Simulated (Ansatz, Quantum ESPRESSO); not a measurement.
# 2H-WSe2, 1 layer against a metal electrode: the electrode's level over the Fermi level at a withheld member of a series

How the rows were computed: Quantum ESPRESSO 7.5, PBE, GBRV ultrasoft. The slab is relaxed neutral under PBE-D3(BJ), then held. ESM with bc3: vacuum below and a metal electrode about 6 Å above the top atoms. Fermi-Dirac smearing of 0.004 Ry and a dense mesh. Charges are set per cell from the starting area. The series steps the charge of the slab (positive: electrons removed).

| charge of the slab | electrode's level over the Fermi level (eV) |
| --- | --- |
| 1 ×10¹³ e/cm² | 5.957 |
| 2 ×10¹³ e/cm² | 6.949 |
| 3 ×10¹³ e/cm² | 7.928 |
| 4.5 ×10¹³ e/cm² | 9.392 |
| 6 ×10¹³ e/cm² | 10.855 |
| 7 ×10¹³ e/cm² | 11.832 |

To predict: What is the electrode's level over the Fermi level at 8 ×10¹³ e/cm²?

By hand: The rows at 6 ×10¹³ e/cm² and 7 ×10¹³ e/cm² give a slope of (11.832 − (10.855))/(7 − (6)) = 0.977, so a straight line gives 12.809 eV. A parabola through these and the row at 4.5 ×10¹³ e/cm² gives 12.810 eV.

**Check.** 12.810 eV. The line misses by −0.001 and the parabola by 0.000 eV. Both misses are under 5 % of the step from the nearer row.

**Limits.** Vacuum fills the gap; ions don't answer the charge; added electrons can spill towards the electrode at the most negative charges. Charges count on the starting cell, which the relaxation changed by some per cent. Members without a usable value, or on the other side of zero field or charge, are not listed.
